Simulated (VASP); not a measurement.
Crystal: Tl.

```
CELL_PARAMETERS angstrom
3.50864 0.00000 0.00000
-1.75432 3.03857 0.00000
0.00000 0.00000 11.26560
ATOMIC_POSITIONS crystal
Tl 0.66667 0.33333 0.75000
Tl 0.00000 0.00000 0.50000
Tl 0.33333 0.66667 0.25000
Tl 0.00000 0.00000 0.00000
```

| Quantity | Value |
| --- | --- |
| Program | VASP 6.6.1 |
| Task | single point |
| Functional | PBE |
| Potentials or basis | VASP PAW PBE potentials, release 64 (Tl_d) |
| Cutoff | 520 eV |
| k mesh | 9 × 9 × 3 |
| Occupations | fermi-dirac, width 0.05 eV |
| Spin | no spin polarisation |

On this cell: pressure 1.1 GPa; largest force under 0.003 eV/Å; band gap on the k mesh none (metal or under the smearing width).

The same run follows on a disturbed copy (atoms moved at random, drawn with an rms of 0.05 Å):

```xyz
4
Lattice="3.5086 0.0000 0.0000 -1.7543 3.0386 0.0000 0.0000 0.0000 11.2656" Properties=species:S:1:pos:R:3 pbc="T T T"
Tl    1.7630    1.0208    8.4914
Tl   -0.0120    0.0357    5.6130
Tl   -0.0005    2.0098    2.7905
Tl    0.0253    0.0065    0.0076
```

What changes?

The energy (extrapolated to zero smearing) moves by +0.9 meV/atom; pressure 1.1 GPa; largest force 0.107 eV/Å; band gap on the k mesh none (metal or under the smearing width).

Forces on the atoms (eV/Å):
```
Tl   0.000  0.000 -0.107
Tl   0.004 -0.006  0.057
Tl   0.002  0.005  0.044
Tl  -0.006  0.001  0.006
```
